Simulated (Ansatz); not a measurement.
FeO (Wuestite) under changes of volume

One of the cells (10.013 Å³/atom); the others are scaled copies at fixed shape and fractional positions:

```
CELL_PARAMETERS angstrom
0.00000 2.15540 2.15540
2.15540 0.00000 2.15540
2.15540 2.15540 0.00000
ATOMIC_POSITIONS crystal
Fe 0.00000 0.00000 0.00000
O 0.50000 0.50000 0.50000
```

* Program: Ansatz 0.2.0
* Functional: LDA
* Potentials or basis: all-electron LAPW, scalar-relativistic
* Cutoff: 349 eV (chosen from the basis error)
* Basis error allowed: 0.001 eV/atom
* k mesh: 11 × 11 × 11
* Occupations: fermi-dirac, width 0.05 eV
* Spin: collinear spin, ferromagnetic start
* Starting moments: [3.0, 0.0] μB

| volume (Å³/atom) | energy over the lowest point (meV/atom) | pressure (GPa) | moment (μB per cell) |
| --- | --- | --- | --- |
| 9.413 | 0.00 | -4.9 | 3.96 |
| 9.613 | 8.19 | -8.7 | 3.99 |
| 9.813 | 21.21 | -12.3 | 4.00 |
| 10.013 | 38.72 | -15.6 | 4.00 |
| 10.214 | 60.18 | -18.6 | 4.00 |
| 10.414 | ? | ? | ? |
| 10.614 | 113.16 | -23.5 | 4.00 |

Problem. What does the run at 10.414 Å³/atom give?

Solution. Energy over the lowest point 85.12 meV/atom; pressure -21.2 GPa; moment 4.00 μB per cell.

Worked out: A Birch-Murnaghan fit of order 3 (a polynomial in V^(-2/3)) to the other rows has its minimum at 9.22 Å³/atom, just outside them, with B0 = V·E''(V) = 225 GPa and B' = 4.1. It gives 85.10 meV/atom at 10.414 Å³/atom, against the run's 85.12, and -dE/dV = -21.3 GPa, against -21.2. A parabola through the other rows of the moment, of slope -0.0212 μB per Å³/atom there, gives 4.00 μB, against the run's 4.00.

Energies are extrapolated to zero smearing.

Caveats: a cell with one magnetic atom can't hold antiferromagnetic order, which such compounds often take.
